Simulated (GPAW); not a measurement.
ZnS: hybrid scf with r2SCAN-EpsX

The system is ZnS.

```
CELL_PARAMETERS angstrom
0.00000 2.70200 2.70200
2.70200 0.00000 2.70200
2.70200 2.70200 0.00000
ATOMIC_POSITIONS crystal
Zn 0.75000 0.75000 0.75000
S 0.00000 0.00000 0.00000
```

```yaml
Program: GPAW 26.7.0
Task: hybrid scf
Functional: r2SCAN-EpsX
Potentials_or_basis: GPAW PAW data sets (gpaw-data 1.2.1)
Cutoff: 500 eV
Basis: pw
k_mesh: 4 × 4 × 4
Occupations: fermi-dirac, width 0.001 eV
Spin: no spin polarisation
Maxiter: 40
Eps_inf_used: 5.559
Eps_inf_from: RPA with local fields on PBE states, same cell
Exx_fraction: 0.18
```

| Quantity | Value |
| --- | --- |
| Band gap on the k mesh | 3.90 eV, direct |

Levels at points of the mesh, in eV from the valence-band top:
| k point | band 5 | band 6 | band 7 | band 8 | band 9 | band 10 | band 11 | band 12 | band 13 | band 14 |
| --- | --- | --- | --- | --- | --- | --- | --- | --- | --- | --- |
| (0.00, 0.00, 0.00) | -7.10 | -7.10 | 0.00 | 0.00 | 0.00 | 3.90 | 8.21 | 8.21 | 8.21 | 13.65 |
| (0.50, 0.50, 0.00) | -7.03 | -6.84 | -4.97 | -2.38 | -2.38 | 4.84 | 5.75 | 13.22 | 14.36 | 14.36 |
| (0.50, 0.50, 0.50) | -7.08 | -6.88 | -5.63 | -0.92 | -0.92 | 5.09 | 8.69 | 8.69 | 10.73 | 14.24 |

Wall time 26 min on 1 thread of Arm Neoverse V1 (shared host), peak memory 0.38 GiB.

Caveat: the k mesh is coarse (spacing up to 0.50 Å⁻¹), so the values aren't converged, least of all with exact exchange; exact exchange converges slowly with the k mesh, and this mesh is small; the scaled meta-GGA exchange is a class typed in the script.
